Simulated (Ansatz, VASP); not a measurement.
## HgTe in VASP and in Ansatz

Contents of INCAR:

```
PREC = Accurate
ENCUT = 520
EDIFF = 1E-6
ISMEAR = 0
SIGMA = 0.15
LREAL = False
LASPH = True
NELM = 80
ALGO = Normal
ISIF = 2
LWAVE = False
LCHARG = True
GGA = PE
LELF = True
LVHAR = True
NBANDS = 16
```

KPOINTS

```
Automatic mesh
0
Gamma
  16 16 16
```

File POSCAR:

```
HgTe
1.0
    0.0000000000      3.2416781344      3.2416781344
    3.2416781344      0.0000000000      3.2416781344
    3.2416781344      3.2416781344      0.0000000000
Hg Te
1 1
Direct
    0.0000000000      0.0000000000      0.0000000000
    0.7500000000      0.7500000000      0.7500000000
```

Input for Ansatz:

```yaml
crystal:
  lattice:
    - [0.0, 3.2416781247, 3.2416781247]
    - [3.2416781247, 0.0, 3.2416781247]
    - [3.2416781247, 3.2416781247, 0.0]
  atoms:
    - { symbol: Hg, position: [0.0, 0.0, 0.0] }
    - { symbol: Te, position: [0.75, 0.75, 0.75] }
basis:
  ecutwfc: 420
kpoints:
  mp_grid: { grid: [16, 16, 16] }
hamiltonian:
  xc: pbe
scf:
  occupations: { method: gaussian, width: 0.15 }
output:
  forces: true
  stress: true
  eigenvalues: true
```

Change from the starting cell: strain -0.025 along x and y, -0.025 along z, atoms carried along.

Alike in both runs: task single point; functional PBE; k mesh 16 × 16 × 16; occupations gaussian, width 0.15 eV; no spin polarisation.

|  | VASP | Ansatz |
| --- | --- | --- |
| version | VASP 6.6.1 | Ansatz 0.2.0 |
| potentials or method | VASP PAW PBE potentials, release 64 (Hg, Te) | scalar-relativistic, plane waves, PAW |
| plane-wave cutoff (eV) | 520 | 420 |
| valence electrons in the cell | 18 | 36 |

|  | VASP | Ansatz | Ansatz less VASP |
| --- | --- | --- | --- |
| gap on the k mesh at the Fermi level (eV) | none | none | - |
| pressure (GPa) | 3.3 | 3.2 | -0.06 |

A gap of «none» marks a metal or a gap that the smearing closes. The functional is the same, so the differences come from potentials, cutoffs and numerics. The two sets of potentials don't hold the same shells in valence.

Spin-orbit coupling is left out, which matters for the levels of Hg, Te.
